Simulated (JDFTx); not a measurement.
The system is CdS (Hawleyite).

```
Cd S
1.0
     0.00000    2.91650    2.91650
     2.91650    0.00000    2.91650
     2.91650    2.91650    0.00000
Cd S
1 1
Direct
  0.00000 0.00000 0.00000
  0.75000 0.75000 0.75000
```

Base run:

| Quantity | Value |
| --- | --- |
| Program | JDFTx 1.7.0 (patched build) |
| Functional | BLYP |
| Potentials or basis | PseudoDojo-SR-PBE-0.5-standard with smoothed tails |
| Cutoff | 1388 eV |
| Density cutoff | 11102 eV |
| k mesh | 8 × 8 × 8 |
| Occupations | fermi-dirac, width 0.05 eV |
| Spin | no spin polarisation |

Its results: band gap on the k mesh 1.10 eV, direct; pressure 6.3 GPa.

Question: The run is repeated on the same cell with these changes: functional from BLYP to PBE. What comes out?

Answer: Band gap on the k mesh 1.15 eV, direct; pressure 2.9 GPa.

PBE binds more tightly than BLYP, so the same cell stands under less pressure.

Caveats: the empty levels aren't tightly converged; the potentials were made for another functional, which shifts forces and pressure (some runs).

A k mesh can miss the band edges.

Not every run made on this cell is shown here.
